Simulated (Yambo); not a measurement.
Input of a Yambo 5.3.0 run:

File g0w00.in:

```
gw0
dyson
el_el_corr
rim_cut
HF_and_locXC
ppa
em1d
RandQpts= 1000000
RandGvec= 50 RL
EXXRLvcs= 76 Ry
VXCRLvcs= 76 Ry
Chimod= "HARTREE"
% BndsRnXp
 1 | 84 |
%
NGsBlkXp= 8 Ry
% LongDrXp
 1 | 1 | 1 |
%
PPAPntXp= 27.21138 eV
% GbndRnge
 1 | 84 |
%
GTermKind= "none"
DysSolver= "n"
ExtendOut
% QPkrange
 1 | 8 | 1 | 10 |
%
```

File scf.in:

```
&CONTROL
  calculation = 'scf'
  prefix = 'pwscf'
  outdir = './tmp'
  pseudo_dir = './pseudo'
/
&SYSTEM
  ibrav = 0
  A = 3.20885057
  nat = 2
  ntyp = 2
  ecutwfc = 76
  nbnd = 9
  occupations = 'smearing'
  smearing = 'fd'
  degauss = 0.00367493
  force_symmorphic = .true.
/
&ELECTRONS
  conv_thr = 4d-10
  electron_maxstep = 120
  mixing_beta = 0.5
/
ATOMIC_SPECIES
P     30.9738 P.upf
B     10.8100 B.upf
CELL_PARAMETERS alat
   0.0000000000    0.7071067819    0.7071067819
   0.7071067819    0.0000000000    0.7071067819
   0.7071067819    0.7071067819    0.0000000000
ATOMIC_POSITIONS alat
P      1.0606601728    1.0606601728    1.0606601728
B      0.0000000000    0.0000000000    0.0000000000
K_POINTS automatic
10 10 10 0 0 0
```

File nscf.in:

```
&CONTROL
  calculation = 'nscf'
  prefix = 'pwscf'
  outdir = './tmp'
  pseudo_dir = './pseudo'
/
&SYSTEM
  ibrav = 0
  A = 3.20885057
  nat = 2
  ntyp = 2
  ecutwfc = 76
  nbnd = 84
  occupations = 'fixed'
  force_symmorphic = .true.
/
&ELECTRONS
  conv_thr = 1d-08
  diago_full_acc = .true.
  diago_thr_init = 1d-06
/
ATOMIC_SPECIES
P     30.9738 P.upf
B     10.8100 B.upf
CELL_PARAMETERS alat
   0.0000000000    0.7071067819    0.7071067819
   0.7071067819    0.0000000000    0.7071067819
   0.7071067819    0.7071067819    0.0000000000
ATOMIC_POSITIONS alat
P      1.0606601728    1.0606601728    1.0606601728
B      0.0000000000    0.0000000000    0.0000000000
K_POINTS automatic
4 4 4 0 0 0
```

Potentials or basis: PseudoDojo 0.4.1 SR LDA standard.

Run with:

```bash
$ OMP_NUM_THREADS=1 pw.x -in scf.in > scf.out
$ OMP_NUM_THREADS=1 pw.x -in nscf.in > nscf.out
$ cd tmp/pwscf.save; p2y; mv SAVE ../..; cd ../..
$ OMP_NUM_THREADS=1 yambo
$ OMP_NUM_THREADS=1 yambo -F g0w00.in -J g0w00 -C g0w00_out
```

What does it give for the quasiparticle gap?

1.99 eV.

Predict the least direct quasiparticle gap.

4.24 eV.

What does it give for the band gap on the k mesh, mean-field level?

1.32 eV, indirect (least direct gap 3.39 eV).

What does it give for the band gap of the same states before the correction?

1.20 eV.

Quasiparticle terms (eV):
```csv
k point,band,Kohn-Sham level,Vxc,Σx,Σc,Z,result
"(0.000, 0.000, 0.000)",1,-15.40,-12.10,-20.47,7.85,0.80,-15.81
"(0.000, 0.000, 0.000)",2,0.00,-13.22,-15.12,1.19,0.80,-0.56
"(0.000, 0.000, 0.000)",3,0.00,-13.22,-15.12,1.19,0.80,-0.56
"(0.000, 0.000, 0.000)",4,0.00,-13.22,-15.12,1.19,0.80,-0.56
"(0.000, 0.000, 0.000)",5,3.39,-12.02,-7.17,-4.48,0.80,3.68
"(0.000, 0.000, 0.000)",6,3.39,-12.02,-7.17,-4.48,0.80,3.68
"(0.000, 0.000, 0.000)",7,3.39,-12.02,-7.17,-4.48,0.80,3.68
"(0.000, 0.000, 0.000)",8,7.34,-12.66,-6.20,-6.12,0.77,7.60
"(0.000, 0.000, 0.000)",9,11.27,-9.80,-3.40,-6.22,0.78,11.42
"(0.000, 0.000, 0.000)",10,12.08,-11.83,-5.09,-6.01,0.80,12.66
"(0.000, 0.000, 0.250)",1,-14.29,-12.19,-20.14,7.24,0.66,-14.77
"(0.000, 0.000, 0.250)",2,-4.82,-12.40,-16.07,2.72,0.77,-5.56
"(0.000, 0.000, 0.250)",3,-1.11,-12.98,-15.23,1.48,0.79,-1.71
"(0.000, 0.000, 0.250)",4,-1.11,-12.98,-15.23,1.48,0.79,-1.71
"(0.000, 0.000, 0.250)",5,3.97,-12.13,-7.01,-4.77,0.80,4.25
"(0.000, 0.000, 0.250)",6,4.74,-12.07,-6.76,-4.87,0.79,5.09
"(0.000, 0.000, 0.250)",7,4.74,-12.07,-6.76,-4.87,0.79,5.09
"(0.000, 0.000, 0.250)",8,9.49,-12.01,-5.07,-6.51,0.76,9.82
"(0.000, 0.000, 0.250)",9,10.90,-11.30,-4.79,-5.95,0.73,11.30
"(0.000, 0.000, 0.250)",10,10.90,-11.30,-4.79,-5.96,0.73,11.30
```

Caveat: the k mesh is coarse (spacing up to 0.60 Å⁻¹), so the values aren't converged; this k mesh misses the band edges, so its gaps are larger than the crystal's; the screening block or the number of bands is too small for a converged GW gap; this version prints the column dSc/dw multiplied by 27.2; the quasiparticle gap listed is the Kohn-Sham gap on the denser mesh of the self-consistent run plus the correction found on the GW mesh, so it differs from the gap in the log.
